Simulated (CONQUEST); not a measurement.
Crystal: Si.

```
CELL_PARAMETERS angstrom
3.84928 0.00000 0.00000
0.00000 3.84928 0.00000
0.00000 0.00000 5.44370
ATOMIC_POSITIONS crystal
Si 0.00000 0.00000 0.50000
Si 0.50000 0.50000 0.00000
Si 0.00000 0.50000 0.25000
Si 0.50000 0.00000 0.75000
```

Base run:

- Program: CONQUEST 1.3
- Functional: PBE
- Potentials or basis: PseudoDojo NC PBE, SZP, grid cutoff 120 Ha
- k mesh: 7 × 7 × 5
- Occupations: fermi-dirac, width 0.05 eV
- Spin: no spin polarisation

Its results: band gap on the k mesh 0.71 eV; pressure 6.7 GPa.

**Question.** After a change of settings the same cell gave: band gap on the k mesh 0.54 eV; pressure 2.1 GPa. Which change was it?
A. k mesh from 7 × 7 × 5 to 6 × 6 × 4
B. potentials or basis from PseudoDojo NC PBE, SZP, grid cutoff 120 Ha to PseudoDojo NC PBE, SZ, grid cutoff 120 Ha
C. k mesh from 7 × 7 × 5 to 5 × 5 × 4
D. potentials or basis from PseudoDojo NC PBE, SZP, grid cutoff 120 Ha to PseudoDojo NC PBE, DZP, grid cutoff 120 Ha

**Answer.** D.

Caveats: an odd mesh through Γ misses points on the zone boundary, where band edges often lie; the basis of atomic orbitals isn't converged, which shifts pressures, moduli and gaps; the real-space grid breaks the cell's symmetry a little; the atomic basis is small (some runs).
